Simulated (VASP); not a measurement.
# Ni (Fm-3m) in VASP: further runs

The runs below take Ni through relaxation of cell and atoms, with PBE.

Everything below comes from runs of VASP 6.6.1. Logs are shortened: lines on timing, memory, paths and dates and some standing lists are left out, and cuts for length are marked.

## 1. Starting point

The structure is cubic, space group Fm-3m (No. 225). Conventional cell: a = 3.524 Å, b = 3.524 Å, c = 3.524 Å, α = 90.00°, β = 90.00°, γ = 90.00°. Around Ni (site symmetry m-3m) lie 12 Ni at 2.49 Å.

## 2. Relaxation of cell and atoms, PBE, collinear spin, ferromagnetic start

Input file INCAR:

```
SYSTEM = Ni
ALGO = Normal ; EDIFF = 1E-7
EDIFFG = -0.002 ; ENCUT = 520
GGA = PE ; IBRION = 2
ISIF = 3 ; ISMEAR = 0
ISPIN = 2 ; LASPH = .TRUE.
LCHARG = .FALSE. ; LMAXMIX = 4
LORBIT = 11 ; LREAL = .FALSE.
LWAVE = .FALSE. ; MAGMOM = 0.8
NELM = 150 ; NSW = 80
PREC = Accurate ; SIGMA = 0.1
```

Input file KPOINTS:

```
k-points
0
G
  12 12 12
  0 0 0
```

Input file POSCAR:

```
Ni
1.0
    0.0000000000      1.7619350000      1.7619350000
    1.7619350000      0.0000000000      1.7619350000
    1.7619350000      1.7619350000      0.0000000000
Ni
1
Direct
    0.0000000000      0.0000000000      0.0000000000
```

Potentials or basis: VASP PAW PBE potentials, release 64 (Ni).

Launch:

```bash
$ cat potpaw_PBE.64/Ni/POTCAR > POTCAR
$ mpirun -np 1 vasp_std > vasp.out
```

OUTCAR:

```text
SYSTEM = Ni
   EDIFF = 1E-7
   EDIFFG = -0.002
   ENCUT = 520
   GGA = PE
   IBRION = 2
   ISIF = 3
   ISMEAR = 0
   ISPIN = 2
   LASPH = .TRUE.
   LORBIT = 11
   LREAL = .FALSE.
   NELM = 150
   NSW = 80
   PREC = Accurate

 ion  position               nearest neighbor table
   1  0.000  0.000  0.000-

  LATTYP: Found a face centered cubic cell.
 ALAT       =     3.5238700000

  Lattice vectors:

 A1 = (   0.0000000000,   1.7619350000,   1.7619350000)
 A2 = (   1.7619350000,   0.0000000000,   1.7619350000)
 A3 = (   1.7619350000,   1.7619350000,   0.0000000000)

Analysis of symmetry for initial positions (statically):
=====================================================================
 Subroutine PRICEL returns:
 Original cell was already a primitive cell.

 Routine SETGRP: Setting up the symmetry group for a
 face centered cubic supercell.

 Subroutine GETGRP returns: Found 48 space group operations
 (whereof 48 operations were pure point group operations)
 out of a pool of 48 trial point group operations.

The static configuration has the point symmetry O_h .

Analysis of symmetry for dynamics (positions and initial velocities):
=====================================================================
 Subroutine PRICEL returns:
 Original cell was already a primitive cell.

 Routine SETGRP: Setting up the symmetry group for a
 face centered cubic supercell.

 Subroutine GETGRP returns: Found 48 space group operations
 (whereof 48 operations were pure point group operations)
 out of a pool of 48 trial point group operations.

The dynamic configuration has the point symmetry O_h .

Analysis of structural, dynamic, and magnetic symmetry:
=====================================================================
 Subroutine PRICEL returns:
 Original cell was already a primitive cell.

 Routine SETGRP: Setting up the symmetry group for a
 face centered cubic supercell.

 Subroutine GETGRP returns: Found 48 space group operations
 (whereof 48 operations were pure point group operations)
 out of a pool of 48 trial point group operations.

The overall configuration has the point symmetry O_h .

 Subroutine INISYM returns: Found 48 space group operations
 (whereof 48 operations are pure point group operations),
 and found     1 'primitive' translations

----------------------------------------------------------------------------------------

                                     Primitive cell

  volume of cell :      10.9396

  direct lattice vectors                    reciprocal lattice vectors
[... 106 lines left out ...]
  volume/ion in A,a.u.               =      10.94        73.82
  Fermi-wavevector in a.u.,A,eV,Ry     =   1.588821  3.002436 34.345893  2.524352
  Thomas-Fermi vector in A             =   2.687765
   LORBIT       =     11    0 simple, 1 ext, 2 COOP (PROOUT), +10 PAW based schemes
   GGA     = PE    functional components
   LHFCALC =     F    Hartree Fock is set to
   AEXX    =    0.0000 exact exchange contribution
   IVDW    =     0    specifies the selected vdW correction
   LEPSILON=     F    determine dielectric tensor
   LRPA    =     F    only Hartree local field effects (RPA)
 conjugate gradient relaxation of ions
 spin polarized calculation
 Gauss-broadening in eV      SIGMA  =   0.10
  energy-cutoff  :      520.00
  volume of cell :       10.94
 maximum number of plane-waves:       304
   NGX =  9   NGY =  9   NGZ =  9

--------------------------------------- Ionic step        1  -------------------------------------------

 number of electron      10.0000010 magnetization       0.6821794

 Free energy of the ion-electron system (eV)
  ---------------------------------------------------
  ext. energy  EPLUGINS =         0.00000000
  ---------------------------------------------------
  free energy    TOTEN  =        -5.47365262 eV

  energy without entropy =       -5.46506183  energy(sigma->0) =       -5.46935723

------------------------ aborting loop because EDIFF is reached ----------------------------------------

  FORCE on cell =-STRESS in cart. coord.  units (eV):
  Direction    XX          YY          ZZ          XY          YZ          ZX
  --------------------------------------------------------------------------------------
  -------------------------------------------------------------------------------------
  Total       -0.0363067     -0.0363067     -0.0363067      0.0000000      0.0000000      0.0000000
  in kB       -5.3173870     -5.3173870     -5.3173870      0.0000000      0.0000000      0.0000000
  external PRESSURE =      -5.3173870 kB  Pullay stress =       0.0000000 kB
[... 57 lines left out ...]
--------------------------------------- Ionic step        3  -------------------------------------------

 number of electron      10.0000009 magnetization       0.6809471

 Free energy of the ion-electron system (eV)
  ---------------------------------------------------
  ext. energy  EPLUGINS =         0.00000000
  ---------------------------------------------------
  free energy    TOTEN  =        -5.47370696 eV

  energy without entropy =       -5.46509725  energy(sigma->0) =       -5.46940211

 E-fermi :   9.3385     XC(G=0): -13.2419

 val. band max:        9.3302858924   @ k =  -0.1667   0.1667   0.0000
 cond. band min:       9.3604537019   @ k =   0.5000   0.1667   0.0833
 fundamental gap:      0.0301678095
 Fermi energy:         9.3384704291

 spin component 1

 k-point     1 :       0.0000    0.0000    0.0000
  band No.  band energies     occupation
      1       0.3471      1.00000
      2       6.8690      1.00000
      3       6.8690      1.00000
      4       6.8690      1.00000
      5       8.0472      1.00000
      6       8.0472      1.00000
      7      33.0480      0.00000
      8      36.8812      0.00000
      9      36.8812      0.00000
[... 265 lines left out ...]
 k-point    24 :      -0.4167    0.1667    0.0000
  band No.  band energies     occupation
      1       5.0398      1.00000
      2       6.5031      1.00000
      3       7.0856      1.00000
      4       7.2668      1.00000
      5       8.5552      1.00000
      6      11.5015      0.00000
      7      15.4588      0.00000
      8      26.0477      0.00000
      9      30.8126      0.00000

 [... further k-points ...]

 spin component 2

 k-point     1 :       0.0000    0.0000    0.0000
  band No.  band energies     occupation
      1       0.3135      1.00000
      2       7.6852      1.00000
      3       7.6852      1.00000
      4       7.6852      1.00000
      5       8.6845      1.00000
      6       8.6845      1.00000
      7      32.8744      0.00000
      8      36.8667      0.00000
      9      36.8667      0.00000
[... 304 lines left out ...]
  FREE ENERGIE OF THE ION-ELECTRON SYSTEM (eV)
  ---------------------------------------------------
  free  energy   TOTEN  =        -5.4737069597 eV

  energy  without entropy=       -5.4650972514  energy(sigma->0) =       -5.46940211

 reached required accuracy - stopping structural energy minimisation

 total charge

# of ion       s       p       d       tot
------------------------------------------
    1        0.498   0.497   8.309   9.304

 magnetization (x)

# of ion       s       p       d       tot
------------------------------------------
    1       -0.006  -0.026   0.725   0.693
```

CONTCAR:

```text
Ni
   1.00000000000000
     0.0000000000000000    1.7602192835631487    1.7602192835631487
     1.7602192835631487    0.0000000000000000    1.7602192835631487
     1.7602192835631487    1.7602192835631487    0.0000000000000000
  Ni
     1
Direct
     0.0000000000000000    0.0000000000000000    0.0000000000000000

  0.00000000E+00  0.00000000E+00  0.00000000E+00
```

It took 25 s on 1 thread of Intel Xeon Platinum 8488C (Sapphire Rapids), shared host; peak memory 0.13 GiB.

Results:

```yaml
Free_energy: -5.4737 eV
Relaxed_volume: 10.91 Å³/atom
Relaxed_cell: a = 2.489 Å, b = 2.489 Å, c = 2.489 Å, α = 60.00°, β = 60.00°, γ = 60.00°
Space_group_after_relaxing_to_0.05_Å: Fm-3m (No. 225)
Energy_gained_by_relaxing: 0.1 meV/atom
Ionic_steps: 3
Pressure_after_relaxing: 0.0 GPa
Band_gap_on_the_k_mesh: none (metal or under the smearing width)
Net_moment: 0.68 μB per cell
Site_moments: Ni +0.69 μB
Valence_electrons_inside_the_program's_atomic_spheres: Ni 9.30
```

Final structure:
```yaml
crystal:
  lattice:
    - [0.00000, 1.76022, 1.76022]
    - [1.76022, 0.00000, 1.76022]
    - [1.76022, 1.76022, 0.00000]
  atoms:
    - { symbol: Ni, position: [0.00000, 0.00000, 0.00000] }
```

Levels at points of the mesh, in eV from the Fermi level:
Spin up:
```tsv
k point	band 3	band 4	band 5	band 6	band 7	band 8
(0.00, 0.00, 0.00)	-2.47	-2.47	-1.29	-1.29	23.71	27.54
(0.50, 0.00, 0.00)	-2.44	-0.65	-0.65	-0.29	5.62	22.20
(0.50, 0.50, 0.00)	-0.59	-0.52	-0.52	2.45	9.18	14.80
```
Spin down:
| k point | band 1 | band 2 | band 3 | band 4 | band 5 | band 6 | band 7 | band 8 | band 9 |
| --- | --- | --- | --- | --- | --- | --- | --- | --- | --- |
| (0.00, 0.00, 0.00) | -9.02 | -1.65 | -1.65 | -1.65 | -0.65 | -0.65 | 23.54 | 27.53 | 27.53 |
| (0.50, 0.00, 0.00) | -4.38 | -1.77 | -1.77 | -0.35 | 0.17 | 0.17 | 6.08 | 22.05 | 24.72 |
| (0.50, 0.50, 0.00) | -4.28 | -3.55 | 0.08 | 0.41 | 0.41 | 2.41 | 9.45 | 14.81 | 14.81 |

## 3. Relaxation of cell and atoms, PBE, collinear spin, ferromagnetic start

This run uses another cell than the first one, of 10.91 Å³/atom, 0.997 times its volume.

INCAR is that of step 2.

KPOINTS is that of step 2.

Input file POSCAR:

```
Ni                                      
1.0
    0.0000000000      1.7602192836      1.7602192836
    1.7602192836      0.0000000000      1.7602192836
    1.7602192836      1.7602192836      0.0000000000
  Ni            
     1
Direct
     0.0000000000000000    0.0000000000000000    0.0000000000000000
```

Potentials or basis: VASP PAW PBE potentials, release 64 (Ni).

Launch:

```bash
$ cat potpaw_PBE.64/Ni/POTCAR > POTCAR
$ mpirun -np 1 vasp_std > vasp.out
```

Run time: 16 s. Hardware: 1 thread of Intel Xeon Platinum 8488C (Sapphire Rapids), shared host; peak memory 0.13 GiB.

Results (log left out):

| Item | Value |
| --- | --- |
| Free energy | -5.4737 eV |
| Relaxed volume | 10.91 Å³/atom |
| Relaxed cell | a = 2.490 Å, b = 2.490 Å, c = 2.490 Å, α = 60.00°, β = 60.00°, γ = 60.00° |
| Space group after relaxing (to 0.05 Å) | Fm-3m (No. 225) |
| Energy gained by relaxing | 0.0 meV/atom |
| Ionic steps | 2 |
| Pressure after relaxing | 0.0 GPa |
| Band gap on the k mesh | none (metal or under the smearing width) |
| Net moment | 0.68 μB per cell |
| Site moments | Ni +0.69 μB |
| Valence electrons inside the program's atomic spheres | Ni 9.30 |

Final structure:
```yaml
crystal:
  lattice:
    - [0.00000, 1.76042, 1.76042]
    - [1.76042, 0.00000, 1.76042]
    - [1.76042, 1.76042, 0.00000]
  atoms:
    - { symbol: Ni, position: [0.00000, 0.00000, 0.00000] }
```

Levels at points of the mesh, in eV from the Fermi level:
Spin up:
```tsv
k point	band 2	band 3	band 4	band 5	band 6	band 7	band 8	band 9
(0.00, 0.00, 0.00)	-2.47	-2.47	-2.47	-1.29	-1.29	23.71	27.54	27.54
(0.50, 0.00, 0.00)	-2.44	-2.44	-0.65	-0.65	-0.28	5.62	22.20	24.62
(0.50, 0.50, 0.00)	-4.21	-0.59	-0.52	-0.52	2.45	9.18	14.80	14.80
```
Spin down:
```
           k point  band 1  band 2  band 3  band 4  band 5  band 6  band 7  band 8
(0.00, 0.00, 0.00)   -9.02   -1.65   -1.65   -1.65   -0.65   -0.65   23.53   27.52
(0.50, 0.00, 0.00)   -4.37   -1.77   -1.77   -0.35    0.17    0.17    6.08   22.05
(0.50, 0.50, 0.00)   -4.27   -3.55    0.08    0.41    0.41    2.41    9.45   14.81
```
